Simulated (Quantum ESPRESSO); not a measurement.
The system is CdSe (Cadmoselite).

```xyz
4
Lattice="4.3000 0.0000 0.0000 -2.1500 3.7239 0.0000 0.0000 0.0000 7.0200" Properties=species:S:1:pos:R:3 pbc="T T T"
Cd    2.1500    1.2413    3.5100
Cd    0.0000    2.4826    0.0000
Se    2.1500    1.2413    6.2127
Se    0.0000    2.4826    2.7027
```

| Item | Value |
| --- | --- |
| Program | Quantum ESPRESSO 7.5 |
| Task | single point |
| Functional | PBE |
| Potentials or basis | SSSP 1.3 efficiency PBE |
| Cutoff | 816 eV |
| Density cutoff | 6531 eV |
| k mesh | 7 × 7 × 4 |
| Occupations | fermi-dirac, width 0.05 eV |
| Spin | no spin polarisation |

On this cell: pressure 3.0 GPa; largest force 0.286 eV/Å; band gap on the k mesh 0.68 eV, direct.

The same run follows on a disturbed copy (atoms moved at random, drawn with an rms of 0.05 Å):

```xyz
4
Lattice="4.3000 0.0000 0.0000 -2.1500 3.7239 0.0000 0.0000 0.0000 7.0200" Properties=species:S:1:pos:R:3 pbc="T T T"
Cd    2.1567    1.2342    3.5110
Cd   -0.0038    2.5320    0.0033
Se    2.1947    1.2194    6.1770
Se   -0.0167    2.4663    2.6964
```

Q: What changes?

A: The energy moves by +3.3 meV/atom; pressure 3.1 GPa; largest force 0.525 eV/Å; band gap on the k mesh 0.65 eV, direct.

Forces in eV/Å, atoms in the order of the input:
```
Cd  -0.135 -0.064  0.174
Cd   0.207 -0.410  0.255
Se  -0.235  0.414 -0.104
Se   0.163  0.060 -0.324
```

Stress tensor (GPa, compression positive):
```
 3.00  0.71  0.08
 0.71  4.16 -0.51
 0.08 -0.51  2.12
```

